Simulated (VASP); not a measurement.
## Pd: single point with BLYP

Crystal: Pd.

```xyz
2
Lattice="0.0000 2.9649 2.9649 2.9649 0.0000 2.9649 2.9649 2.9649 0.0000" Properties=species:S:1:pos:R:3 pbc="T T T"
Pd    0.7412    0.7412    0.7412
Pd    5.1886    5.1886    5.1886
```

This isn't the form of Pd at room conditions, which is fcc.

```yaml
Program: VASP 6.6.1
Task: single point
Functional: BLYP
Potentials_or_basis: VASP PAW PBE potentials, release 64 (Pd)
Cutoff: 520 eV
k_mesh: 15 × 15 × 15
Occupations: fermi-dirac, width 0.05 eV
Spin: collinear spin, typed start
Starting_moments: "[0.429, 0.429] μB"
Dipole_correction: no
Further_INCAR_settings: ALGO = Normal; EDIFF = 1e-06; NBANDS = 21
```

```yaml
Pressure: 0.1 GPa
Band_gap_on_the_k_mesh: none (metal or under the smearing width)
Net_moment: 0.86 μB per cell
Site_moments: Pd +0.42 μB
Valence_electrons_inside_the_program's_atomic_spheres: Pd 9.23
```

Levels at points of the mesh, in eV from the Fermi level:
Spin up:
```
           k point  band 8  band 9  band 10  band 11  band 12  band 13
(0.00, 0.00, 0.00)   -1.40   -1.40    -0.37    -0.37    11.02    11.02
```
Spin down:
```tsv
k point	band 7	band 8	band 9	band 10	band 11	band 12	band 13	band 14
(0.00, 0.00, 0.00)	-1.09	-1.09	-1.09	-0.07	-0.07	11.11	11.11	11.11
```

It took 100 s on 1 thread of Intel(R) Xeon(R) Platinum 8488C (Sapphire Rapids) (shared host), peak memory 0.32 GiB.

Caveat: the PAW data sets were made with another functional, which shifts forces and pressure a little.
